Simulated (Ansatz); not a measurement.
An Ansatz (a first-principles code) input (Ansatz, r2SCAN, PAW, cutoff 500 eV, no SOC):

Ansatz 0.2 input:
```yaml
crystal:
  lattice:
    - [4.2467507371, 0, 0]
    - [0, 6.0058124884, 0]
    - [2.1233753685, 3.0029062442, 2.1804367587]
  atoms:
    - { symbol: Te, position: [0.5, 0.25, 1] }
    - { symbol: Zn, position: [0, 0, 0] }
basis: { ecutwfc: 500, ecutrho_ratio: 4, xc_grid: 4, fft_grid_basis: typed }
kpoints: { mp_grid: { grid: [9, 9, 9] } }
hamiltonian:
  xc: r2scan
  dispersion: none
  pseudopotentials: { kind: paw }
scf: { occupations: { method: fermi_dirac, width: 0.05 } }
relax: { f_tol: 0.005, max_steps: 50, cell: { stress_tol: 0.01, fix: [a, b, gamma] } }
output: { forces: true, stress: true }
checkpoint: { write: state.ck, write_every: 1000 }
```

### Question
Which symmetry and how many k-points will the program report, and about how many plane waves at Γ?

### Answer
Space group Imm2 (ITA 44) with 4 operations, k-points 125 of 729, and 1431 plane waves at Γ.

### Question
And the final pressure?

### Answer
1.19 GPa (compression positive).

The cells carry an imposed strain or load. No phonon test of stability was made. The cell was made from ZnTe in the zinc blende structure (space group F-43m, No. 216) by this change: biaxial strain −1.76 %, plane normal [110], relaxed out of plane.
